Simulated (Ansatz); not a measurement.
**SiO2: Electric field gradients**

The cell is a computed structure from the Materials Project (it need not be an observed phase).

```
CELL_PARAMETERS angstrom
-4.57980 4.57980 4.11558
4.57980 -4.57980 4.11558
4.57980 4.57980 -4.11558
ATOMIC_POSITIONS crystal
Si 0.75543 0.11320 0.23211
Si 0.88109 0.52332 0.76789
Si 0.11320 0.75543 0.23211
Si 0.47668 0.24457 0.35776
Si 0.88680 0.11891 0.64224
Si 0.52332 0.88109 0.76789
Si 0.24457 0.47668 0.35776
Si 0.11891 0.88680 0.64224
O 0.28333 0.00000 0.28333
O 0.91675 0.62594 0.00000
O 0.63068 0.23783 0.25334
O 0.71667 0.00000 0.71667
O 0.62594 0.91675 0.00000
O 0.62265 0.36932 0.60714
O 0.36932 0.62265 0.60714
O 0.08325 0.08325 0.70919
O 0.98449 0.37735 0.74666
O 0.00000 0.71667 0.71667
O 0.23783 0.63068 0.25334
O 0.01551 0.76217 0.39286
O 0.00000 0.28333 0.28333
O 0.76217 0.01551 0.39286
O 0.37406 0.37406 0.29081
O 0.37735 0.98449 0.74666
```

Sites (sets of like atoms) are named by element and the number of their first atom in this list.

Level of theory: DFT, r2SCAN, plane waves and PAW, scalar-relativistic, 500 eV cutoff, Γ-centred 4×4×4 k-points, Fermi–Dirac smearing 0.02 eV (Ansatz 0.2.0).

Conventions: |V_zz| ≥ |V_yy| ≥ |V_xx|, η = (V_xx − V_yy)/V_zz, C_Q = eQV_zz/h. Directions are in the Cartesian axes of the cell vectors above, for the atom listed; none is given where the gradient is under 0.02 or η is above 0.95.

```json
{"site": "Si", "first atom": "1", "first shell": "4 O at 1.61–1.62 Å", "V_zz (10²¹ V/m²)": "-1.15", "η": "0.98", "direction of V_zz (x, y, z)": "–"}
{"site": "O9", "first atom": "9", "first shell": "2 Si at 1.61 Å, angle 172°", "V_zz (10²¹ V/m²)": "9.96", "η": "0.03", "direction of V_zz (x, y, z)": "0.37 0.00 0.93"}
{"site": "O10", "first atom": "10", "first shell": "2 Si at 1.61 Å, angle 138°", "V_zz (10²¹ V/m²)": "8.93", "η": "0.31", "direction of V_zz (x, y, z)": "0.71 0.71 0.00"}
{"site": "O11", "first atom": "11", "first shell": "2 Si at 1.62 Å, angle 135°", "V_zz (10²¹ V/m²)": "8.79", "η": "0.24", "direction of V_zz (x, y, z)": "0.81 -0.44 -0.38"}
```

At O10 and O11 V_zz runs parallel to the line that joins its two neighbours (within 1°) in each case. At O9 V_zz points along the line of its two bonds (within 1°).

Where η is near 1 the sign of V_zz means little.

The run took 1.8 min of wall time (1.8 min of CPU time) and 1.5 GiB at its peak, on 1 thread of Arm Neoverse V1 (aarch64; 8 cores open to the job, memory cap 2.5 GiB, no GPU), a shared host with a load of 0.4 a core.
